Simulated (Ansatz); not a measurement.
rocksalt-structured PtSb

Method: PBEsol, scalar-relativistic; no spin polarisation; PAW, 420 eV, Γ-centred 10×10×10 mesh, 0.05 eV Gaussian smearing; code Ansatz; PAW files: Ansatz's generated set soft_2.

```
CELL_PARAMETERS angstrom
0.00000 2.73625 2.73625
2.73625 0.00000 2.73625
2.73625 2.73625 0.00000
ATOMIC_POSITIONS crystal
Pt 0.50000 0.50000 0.50000
Sb 0.00000 0.00000 0.00000
```

This is a trial structure; measured cells of the compound in the Crystallography Open Database are in space group P63/mmc.

The cell is relaxed to zero pressure at this level.

The cell has space group Fm-3m (read at 0.01 Å). In it the stress is 0.08, 0.08, 0.08, 0.00, 0.00, 0.00 GPa and the largest force component 0.000 eV/Å. Each change below starts from this cell, without further relaxation. Stress is in GPa, positive in compression, in the order xx, yy, zz, yz, xz, xy; energies are counted from the cell above and are free energies with the smearing's entropy, which match forces and stress in a metal.

Question: One atom was moved along a Cartesian axis, and these forces appeared. Which atom, and about how far?
```tsv
atom	Fx (eV/Å)	Fy	Fz
Pt1	0.000	0.000	1.067
Sb2	0.000	0.000	-1.067
```

Answer: Atom 2 (Sb) is moved by 0.20 Å along z; the energy changes by 92.6 meV per cell. Moving the other atom the opposite way is the same thing.

Question: What stress follows from an engineering strain of -2 % in yy, atoms carried along?

Answer: 1.96, 5.51, 1.96, 0.00, 0.00, 0.00 GPa; the energy changes by 13.5 meV per cell.
The change of the stress over the strain gives a clamped-atom stiffness of about 271 GPa for this component, a secant value that lies under the elastic constant in tension and over it in compression, by several per cent for each per cent of strain.
In a harmonic crystal the energy would rise by V(½Cε² − σ₀ε), with σ₀ the stress of the unstrained cell, = 14.3 meV, close to the run's value; the rest has the sign of the anharmonic part, which a secant stiffness overstates.

For elements this heavy, spin–orbit coupling would shift levels and gaps; it isn't included here. The cell is a metal with an odd number of electrons, and spin polarisation wasn't tried.
